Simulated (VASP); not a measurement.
# ZnS (P6_3mc) in VASP: a series of runs

Runs on ZnS. Level: r2SCAN+D4. Tasks: single point.

Everything below comes from runs of VASP 6.6.1. Logs are shortened: lines on timing, memory, paths and dates and some standing lists are left out, and cuts for length are marked.

**Measured values to compare with.**

A printed reference work, monograph reports, for a bulk crystal of ZnS at 4 K: band gap 3.911 eV (direct).

How close the calculation comes is told below.

### 1 The cell of the first run

The structure is hexagonal, space group P6_3mc (No. 186). The conventional cell has a = 3.811 Å, b = 3.811 Å, c = 6.234 Å, α = 90.00°, β = 90.00°, γ = 120.00°. Zn (site symmetry 3m) has 4 S at 2.31 to 2.40 Å within 3.1 Å. Within 3.1 Å of S (site symmetry 3m) lie 4 Zn at 2.31 to 2.40 Å.

### 2 Single point, r2SCAN+D4

Input file POSCAR:

```
ZnS
1.0
    3.8110000000      0.0000000000      0.0000000000
   -1.9055000000      3.3004228138      0.0000000000
    0.0000000000      0.0000000000      6.2340000000
Zn S
2 2
Direct
    0.6666666667      0.3333333333      0.5000000000
    0.3333333333      0.6666666667      0.0000000000
    0.6666666667      0.3333333333      0.8850000000
    0.3333333333      0.6666666667      0.3850000000
```

Input file INCAR.step1:

```
PREC = Accurate
ENCUT = 520
ISMEAR = -1
SIGMA = 0.05
LREAL = F
LASPH = T
NELM = 80
NBANDS = 26
GGA = PE
ALGO = Normal
EDIFF = 1E-4
LWAVE = T
LCHARG = F
```

Input file INCAR.step2:

```
PREC = Accurate
ENCUT = 520
EDIFF = 1E-6
ISMEAR = -1
SIGMA = 0.05
LREAL = F
LASPH = T
NELM = 80
ALGO = Normal
ISIF = 2
LWAVE = F
LCHARG = F
METAGGA = R2SCAN
LMIXTAU = T
IVDW = 13
VDW_S6 = 1.0
VDW_S8 = 0.6018749
VDW_A1 = 0.51559235
VDW_A2 = 5.77342911
NBANDS = 26
ISTART = 1
```

Input file KPOINTS:

```
Automatic mesh
0
Gamma
  8 8 5
```

Potentials or basis: VASP PAW PBE potentials, release 64 (Zn, S).

The run is started by

```
$ cat potpaw_PBE.64/Zn/POTCAR potpaw_PBE.64/S/POTCAR > POTCAR
$ cp INCAR.step1 INCAR
$ mpirun -np 1 vasp_std > vasp.out
$ cp INCAR.step2 INCAR
$ mpirun -np 1 vasp_std > vasp.out
```

OUTCAR:

```text
PREC = Accurate
   ENCUT = 520
   EDIFF = 1E-6
   ISMEAR = -1
   LREAL = F
   LASPH = T
   NELM = 80
   ISIF = 2
   METAGGA = R2SCAN
   IVDW = 13
   ISTART = 1

 ion  position               nearest neighbor table
   1  0.667  0.333  0.500-   4 2.31   4 2.31   4 2.31   3 2.40
   2  0.333  0.667  0.000-   3 2.31   3 2.31   3 2.31   4 2.40
   3  0.667  0.333  0.885-   2 2.31   2 2.31   2 2.31   1 2.40
   4  0.333  0.667  0.385-   1 2.31   1 2.31   1 2.31   2 2.40

  LATTYP: Found a hexagonal cell.
 ALAT       =     3.8110000000
 C/A-ratio  =     1.6357911309

  Lattice vectors:

 A1 = (   3.8110000000,   0.0000000000,   0.0000000000)
 A2 = (  -1.9055000000,   3.3004228138,   0.0000000000)
 A3 = (   0.0000000000,   0.0000000000,   6.2340000000)

Analysis of symmetry for initial positions (statically):
=====================================================================
 Subroutine PRICEL returns:
 Original cell was already a primitive cell.

 Routine SETGRP: Setting up the symmetry group for a
 hexagonal supercell.

 Subroutine GETGRP returns: Found 12 space group operations
 (whereof  6 operations were pure point group operations)
 out of a pool of 24 trial point group operations.

The static configuration has the point symmetry C_3v.
 The point group associated with its full space group is C_6v.

Analysis of symmetry for dynamics (positions and initial velocities):
=====================================================================
 Subroutine PRICEL returns:
 Original cell was already a primitive cell.

 Routine SETGRP: Setting up the symmetry group for a
 hexagonal supercell.

 Subroutine GETGRP returns: Found 12 space group operations
 (whereof  6 operations were pure point group operations)
 out of a pool of 24 trial point group operations.

The dynamic configuration has the point symmetry C_3v.
 The point group associated with its full space group is C_6v.

 Subroutine INISYM returns: Found 12 space group operations
 (whereof  6 operations are pure point group operations),
 and found     1 'primitive' translations

----------------------------------------------------------------------------------------

                                     Primitive cell

  volume of cell :      78.4107

  direct lattice vectors                    reciprocal lattice vectors
     3.811000000  0.000000000  0.000000000     0.262398321  0.151495741  0.000000000
    -1.905500000  3.300422814  0.000000000     0.000000000  0.302991482  0.000000000
     0.000000000  0.000000000  6.234000000     0.000000000  0.000000000  0.160410651

  length of vectors
     3.811000000  3.811000000  6.234000000     0.302991482  0.302991482  0.160410651

  position of ions in fractional coordinates (direct lattice)
     0.666666667  0.333333333  0.500000000
     0.333333333  0.666666667  0.000000000
     0.666666667  0.333333333  0.885000000
     0.333333333  0.666666667  0.385000000

  ion indices of the primitive-cell ions
   primitive index   ion index
                 1           1
                 2           2
                 3           3
                 4           4

----------------------------------------------------------------------------------------

 KPOINTS: Automatic mesh

Automatic generation of k-mesh.
 Grid dimensions read from file:
 generate k-points for:    8    8    5

 Generating k-lattice:

  Cartesian coordinates                     Fractional coordinates (reciprocal lattice)
     0.032799790  0.018936968  0.000000000     0.125000000  0.000000000  0.000000000
     0.000000000  0.037873935  0.000000000     0.000000000  0.125000000  0.000000000
     0.000000000  0.000000000  0.032082130     0.000000000  0.000000000  0.200000000

  Length of vectors
     0.037873935  0.037873935  0.032082130

  Shift w.r.t. Gamma in fractional coordinates (k-lattice)
     0.000000000  0.000000000  0.000000000

 Subroutine IBZKPT returns following result:
 ===========================================

 Found     30 irreducible k-points:

 Following reciprocal coordinates:
            Coordinates               Weight
  0.000000  0.000000  0.000000      1.000000
  0.125000  0.000000  0.000000      6.000000
  0.250000  0.000000  0.000000      6.000000
  0.375000  0.000000  0.000000      6.000000
  0.500000  0.000000  0.000000      3.000000
  0.125000  0.125000  0.000000      6.000000
[... 16 lines left out ...]
  0.250000  0.000000  0.400000     12.000000
  0.375000  0.000000  0.400000     12.000000
 [... further k-points ...]
   k-points           NKPTS =     30   k-points in BZ     NKDIM =     30   number of bands    NBANDS=     26
   number of dos      NEDOS =    301   number of ions     NIONS =      4
   total plane-waves  NPLWV =  37632
   dimension x,y,z NGX =    28 NGY =   28 NGZ =   48
   dimension x,y,z NGXF=    56 NGYF=   56 NGZF=   96
   ions per type =               2   2
   NGX,Y,Z   is equivalent  to a cutoff of  12.21, 12.21, 12.80 a.u.
   NGXF,Y,Z  is equivalent  to a cutoff of  24.43, 24.43, 25.60 a.u.
 SYSTEM =  unknown system
   PREC   = accura    normal or accurate (medium, high low for compatibility)
   ISTART =      1    job   : 0-new  1-cont  2-samecut
   ICHARG =      0    charge: 1-file 2-atom 10-const
   ISPIN  =      1    spin polarized calculation?
   LNONCOLLINEAR =      F non collinear calculations
   LSORBIT =      F    spin-orbit coupling
   LASPH  =      T    aspherical Exc in radial PAW
   ENCUT  =  520.0 eV  38.22 Ry    6.18 a.u.   7.09  7.09 11.59*2*pi/ulx,y,z
   NELM   =     80;   NELMIN=  2; NELMDL=  0     # of ELM steps
   EDIFF  = 0.1E-05   stopping-criterion for ELM
   LREAL  =      F    real-space projection
   EDIFFG = 0.1E-04   stopping-criterion for IOM
   NSW    =      0    number of steps for IOM
   IBRION =     -1    ionic relax: 0-MD 1-quasi-New 2-CG
   NFREE  =      0    steps in history (QN), initial steepest desc. (CG)
   ISIF   =      2    stress and relaxation
   ISYM   =      2    0-nonsym 1-usesym 2-fastsym
   POTIM  = 0.5000    time-step for ionic-motion
   TEBEG  =    0.0;   TEEND  =   0.0 temperature during run
   PSTRESS=    0.0 pullay stress
   NELECT =      36.0000    total number of electrons
   NUPDOWN=      -1.0000    fix difference up-down
   EMIN   =  10.00;   EMAX   =-10.00  energy-range for DOS
   EFERMI =   0.00;   METHOD = LEGACY
   ISMEAR =    -1;   SIGMA  =   0.05  broadening in eV -4-tet -1-fermi 0-gaus
   EFERMI_NEDOS =   21; number of points for ismear=-14 and -15
   IALGO  =     38    algorithm
   IMIX   =      4    mixing-type and parameters
     AMIX     =   0.40;   BMIX     =  1.00
     AMIX_MAG =   1.60;   BMIX_MAG =  1.00
  volume/ion in A,a.u.               =      19.60       132.29
  Fermi-wavevector in a.u.,A,eV,Ry     =   1.262943  2.386617 21.701647  1.595026
  Thomas-Fermi vector in A             =   2.396326
   LORBIT       =      0    0 simple, 1 ext, 2 COOP (PROOUT), +10 PAW based schemes
   METAGGA = R2SCAN    functional components
   LHFCALC =     F    Hartree Fock is set to
   AEXX    =    0.0000 exact exchange contribution
   IVDW    =    13    specifies the selected vdW correction
   LEPSILON=     F    determine dielectric tensor
   LRPA    =     F    only Hartree local field effects (RPA)
 non-spin polarized calculation
  energy-cutoff  :      520.00
  volume of cell :       78.41
 maximum number of plane-waves:      2128
   NGX = 15   NGY = 15   NGZ = 23

 number of electron      35.9999977 magnetization

 Free energy of the ion-electron system (eV)
  ---------------------------------------------------
  ext. energy  EPLUGINS =         0.00000000
  ---------------------------------------------------
  free energy    TOTEN  =       -37.70222355 eV

  energy without entropy =      -37.70222355  energy(sigma->0) =      -37.70222355

 E-fermi :   2.8575     XC(G=0): -10.3070

 val. band max:        1.8865780557   @ k =   0.0000   0.0000   0.0000
 cond. band min:       4.7129154202   @ k =   0.0000   0.0000   0.0000
 fundamental gap:      2.8263373645
 Fermi energy:         2.8574732657

 k-point     1 :       0.0000    0.0000    0.0000
  band No.  band energies     occupation
      1     -11.8419      2.00000
      2     -10.9007      2.00000
      3      -4.6421      2.00000
      4      -4.6420      2.00000
      5      -4.5717      2.00000
      6      -4.5717      2.00000
[... 18 lines left out ...]
     25      10.0484      0.00000
     26      11.7975      0.00000

 k-point     2 :       0.1250    0.0000    0.0000
  band No.  band energies     occupation
      1     -11.7332      2.00000
      2     -10.8384      2.00000
      3      -4.6488      2.00000
      4      -4.6156      2.00000
      5      -4.5637      2.00000
      6      -4.5385      2.00000
[... 18 lines left out ...]
     25      10.5550      0.00000
     26      11.0158      0.00000

 k-point     3 :       0.2500    0.0000    0.0000
  band No.  band energies     occupation
      1     -11.4421      2.00000
      2     -10.6930      2.00000
      3      -4.6450      2.00000
      4      -4.5562      2.00000
      5      -4.5372      2.00000
      6      -4.4538      2.00000
[... 18 lines left out ...]
     25      10.9183      0.00000
     26      11.3978      0.00000

 k-point     4 :       0.3750    0.0000    0.0000
  band No.  band energies     occupation
      1     -11.0834      2.00000
      2     -10.5755      2.00000
      3      -4.6100      2.00000
      4      -4.5070      2.00000
      5      -4.4629      2.00000
      6      -4.3605      2.00000
[... 18 lines left out ...]
     25      11.2107      0.00000
     26      12.9010      0.00000

 k-point     5 :       0.5000    0.0000    0.0000
  band No.  band energies     occupation
      1     -10.8877      2.00000
      2     -10.5603      2.00000
      3      -4.5941      2.00000
      4      -4.4908      2.00000
      5      -4.3531      2.00000
      6      -4.3222      2.00000
[... 18 lines left out ...]
     25      11.5239      0.00000
     26      13.9615      0.00000

 k-point     6 :       0.1250    0.1250    0.0000
  band No.  band energies     occupation
      1     -11.5327      2.00000
      2     -10.7343      2.00000
      3      -4.6393      2.00000
      4      -4.5817      2.00000
      5      -4.5254      2.00000
      6      -4.5168      2.00000
[... 427 lines left out ...]
 k-point    21 :       0.0000    0.0000    0.4000
  band No.  band energies     occupation
      1     -11.5504      2.00000
      2     -11.2624      2.00000
      3      -4.6238      2.00000
      4      -4.6238      2.00000
      5      -4.6022      2.00000
      6      -4.6021      2.00000
[... 18 lines left out ...]
     25       9.3292      0.00000
     26       9.8915      0.00000

 k-point    22 :       0.1250    0.0000    0.4000
  band No.  band energies     occupation
      1     -11.4534      2.00000
      2     -11.1791      2.00000
      3      -4.6369      2.00000
      4      -4.6057      2.00000
      5      -4.5944      2.00000
      6      -4.5705      2.00000
[... 18 lines left out ...]
     25       9.7999      0.00000
     26      10.2054      0.00000

 k-point    23 :       0.2500    0.0000    0.4000
  band No.  band energies     occupation
      1     -11.2001      2.00000
      2     -10.9693      2.00000
      3      -4.6383      2.00000
      4      -4.5971      2.00000
      5      -4.5243      2.00000
      6      -4.4921      2.00000
[... 18 lines left out ...]
     25      10.4118      0.00000
     26      10.9232      0.00000

 k-point    24 :       0.3750    0.0000    0.4000
  band No.  band energies     occupation
      1     -10.9084      2.00000
      2     -10.7508      2.00000
      3      -4.6133      2.00000
      4      -4.5665      2.00000
      5      -4.4585      2.00000
      6      -4.4129      2.00000
[... 18 lines left out ...]
     25      11.6070      0.00000
     26      11.9137      0.00000

 [... further k-points ...]

------------------------ aborting loop because EDIFF is reached ----------------------------------------

  DFT-D4 for vdW energy calculation

  Edisp (eV):   -0.46302

  FORCE on cell =-STRESS in cart. coord.  units (eV):
  Direction    XX          YY          ZZ          XY          YZ          ZX
  --------------------------------------------------------------------------------------
  -------------------------------------------------------------------------------------
  Total      -0.02625    -0.02625    -0.96215     0.00000    -0.00000     0.00000
  in kB      -0.53636    -0.53636   -19.65980     0.00000    -0.00000     0.00000
  external pressure =       -6.91 kB  Pullay stress =        0.00 kB

 VOLUME and BASIS-vectors are now :
 -----------------------------------------------------------------------------
  energy-cutoff  :      520.00
  volume of cell :       78.41
      direct lattice vectors                 reciprocal lattice vectors
     3.811000000  0.000000000  0.000000000     0.262398321  0.151495741  0.000000000
    -1.905500000  3.300422814  0.000000000     0.000000000  0.302991482  0.000000000
     0.000000000  0.000000000  6.234000000     0.000000000  0.000000000  0.160410651

 POSITION                                       TOTAL-FORCE (eV/Angst)
 -----------------------------------------------------------------------------------
      1.90550      1.10014      3.11700         0.000000     -0.000000      0.317149
     -0.00000      2.20028      0.00000        -0.000000      0.000000      0.317149
      1.90550      1.10014      5.51709        -0.000000      0.000000     -0.317149
     -0.00000      2.20028      2.40009        -0.000000     -0.000000     -0.317149
 -----------------------------------------------------------------------------------
    total drift:                               -0.000000      0.000000      0.003988

  FREE ENERGIE OF THE ION-ELECTRON SYSTEM (eV)
  ---------------------------------------------------
  free  energy   TOTEN  =       -38.1652421200 eV

  energy  without entropy=      -38.1652421199  energy(sigma->0) =      -38.16524212
```

It took 2.6 min on 1 thread of Intel Xeon Platinum 8259CL at 2.50GHz (Skylake/Cascade Lake), shared host; peak memory 0.22 GiB.

Results:

- Free energy: -38.1652 eV
- Pressure: -0.7 GPa
- Largest force: 0.317 eV/Å
- Band gap on the k mesh: 2.83 eV
- Dispersion energy per atom: -0.116 eV

Forces on the atoms (eV/Å):
```
Zn   0.000  0.000  0.317
Zn   0.000  0.000  0.317
S    0.000  0.000 -0.317
S    0.000  0.000 -0.317
```

Levels at points of the mesh, in eV from the valence-band top:
```
           k point  band 16  band 17  band 18  band 19  band 20  band 21
(0.00, 0.00, 0.00)    -0.01    -0.01     0.00     2.83     3.51     6.79
(0.50, 0.00, 0.00)    -2.31    -1.59    -1.00     4.00     4.79     5.53
```

Caveat: the PAW data sets were made with another functional, which shifts forces and pressure a little.

(Part 1 of 2 ends here.)
